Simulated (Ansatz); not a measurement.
Runs of Ansatz 0.2.0 on MoS2. The structure is trigonal, space group R3m (No. 160). The conventional cell has a = 3.160 Å, b = 3.160 Å, c = 18.450 Å, α = 90.00°, β = 90.00°, γ = 120.00°. Mo (site symmetry 3m) is surrounded by 6 S at 2.39 Å. S (site symmetry 3m) has 3 Mo at 2.39 Å as nearest neighbours. S (site symmetry 3m) has 3 Mo at 2.39 Å as nearest neighbours. Measurements of this composition are mostly on another form, of space group No. 194.

| task | level | cell | points for each segment of the path | gap on the mesh (eV) | pressure (GPa) | relaxed volume (Å³/atom) | largest force (eV/Å) |
| --- | --- | --- | --- | --- | --- | --- | --- |
| relaxation of cell and atoms | HSE06 | relaxed | - | 2.02 | 0.0 | 20.74 | - |
| relaxation of cell and atoms | PBE0 | relaxed | - | 2.72 | 0.0 | (c) | - |
| band structure | HSE06 | as given | 4 | (a) | (b) | - | 0.09 |
| band structure | PBE0 | as given | 4 | 2.03 | 0.5 | - | 0.09 |

Alike in all rows: potentials or basis Ansatz PAW; no spin polarisation; k mesh 6 × 6 × 6; cutoff (eV) 420; smearing fermi-dirac 0.05 eV.

Problem. Fill in the values left out.

Solution. (a) 1.38; (b) 0.6; (c) 20.82.

Caveats: the PAW data sets come from PBE, with cores solved anew for the run's functional, which leaves a small shift of forces and pressure; the volume moved by over 15 % at a fixed basis, so the end points are rough (some runs); the plane-wave basis is chosen anew once the cell has moved, so the energies of steps on either side of that aren't comparable (some runs); the thresholds are loose for stress (some runs).

A k mesh can miss the band edges, and the runs leave out spin-orbit coupling on Mo.
